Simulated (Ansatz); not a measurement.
SiNi3:

```xyz
4
Lattice="3.5420 0.0000 0.0000 0.0000 3.5420 0.0000 0.0000 0.0000 3.5420" Properties=species:S:1:pos:R:3 pbc="T T T"
Ni    1.7710    1.7710    0.0000
Ni    1.7710    0.0000    1.7710
Ni    0.0000    1.7710    1.7710
Si    0.0000    0.0000    0.0000
```

```yaml
Program: Ansatz 0.2.0
Task: relaxation of cell and atoms
Functional: PBEsol
Potentials_or_basis: all-electron LAPW, scalar-relativistic
Basis_error_allowed: 0.002 eV/atom
k_mesh: 8 × 8 × 8
Occupations: fermi-dirac, width 0.05 eV
Spin: collinear spin, ferromagnetic start
Starting_moments: "[1.0, 1.0, 1.0, 0.0] μB"
```

At the start: volume 11.11 Å³/atom.

Question: How do energy, volume and symmetry change on relaxing?

Answer: Over 6 steps the energy falls by 35.1 meV/atom and the volume is 10.36 Å³/atom (-6.7 %); space group Pm-3m (No. 221, to 0.05 Å); moment 0.00 μB per cell.

Step by step:
```tsv
step	energy change (eV)	largest force (eV/Å)	volume (Å³)
1	0.0000	0.0000	44.44
2	-0.1129	0.0000	42.73
3	-0.1399	0.0000	41.28
4	-0.1405	0.0000	41.47
5	-0.1405	0.0000	41.46
6	-0.1405	0.0000	41.46
```

Final structure:
```
Ni Si
1.0
     3.46101    0.00000    0.00000
     0.00000    3.46101    0.00000
     0.00000    0.00000    3.46101
Ni Si
3 1
Cartesian
  1.7305 1.7305 0.0000
  1.7305 0.0000 1.7305
  0.0000 1.7305 1.7305
  0.0000 0.0000 0.0000
```

Caveat: the starting moments weren't kept.
